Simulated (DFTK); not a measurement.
Crystal: TiO2.

```xyz
6
Lattice="4.5998 0.0000 0.0000 0.0000 4.5998 0.0000 0.0000 0.0000 2.9592" Properties=species:S:1:pos:R:3 pbc="T T T"
Ti    0.0000    0.0000    1.4796
Ti    2.2999    2.2999    0.0000
O     1.3998    1.3998    1.4796
O     0.9001    3.6997    0.0000
O     3.6997    0.9001    0.0000
O     3.2000    3.2000    1.4796
```

The cell is a database's computed one.

- Program: DFTK 0.8.2
- Task: single point
- Functional: PBEsol
- Potentials or basis: dojo.nc.sr.pbesol.v0_4_1.standard.upf (PBEsol)
- Cutoff: 1143 eV
- k mesh: 6 × 6 × 9
- Occupations: fermi-dirac, width 0.05 eV
- Spin: no spin polarisation

On this cell: pressure -3.3 GPa; largest force 0.084 eV/Å; band gap on the k mesh 1.85 eV, direct.

The same run follows on a disturbed copy (atoms moved at random, drawn with an rms of 0.05 Å):

```
Ti O
1.0
     4.59984    0.00000    0.00000
     0.00000    4.59984    0.00000
     0.00000    0.00000    2.95921
Ti O
2 4
Direct
  0.99285 0.00757 0.49742
  0.49187 0.51062 0.99653
  0.30654 0.30354 0.49639
  0.18927 0.80785 0.00486
  0.79551 0.19416 0.00703
  0.69910 0.70567 0.50990
```

Task: What changes?

Result: The energy moves by +6.1 meV/atom; pressure -3.5 GPa; largest force 0.895 eV/Å; band gap on the k mesh 1.78 eV, indirect (least direct gap 1.80 eV).

Forces in eV/Å, atoms in the order of the input:
```
Ti  -0.053  0.085  0.000
Ti   0.042 -0.090 -0.036
O    0.117  0.508  0.250
O    0.296 -0.170  0.003
O    0.208  0.305 -0.079
O   -0.610 -0.639 -0.139
```

Stress tensor (GPa, compression positive):
```
-2.74  0.15 -0.28
 0.15 -2.89 -0.52
-0.28 -0.52 -4.72
```

Caveats: an odd mesh through Γ misses points on the zone boundary, where band edges often lie.
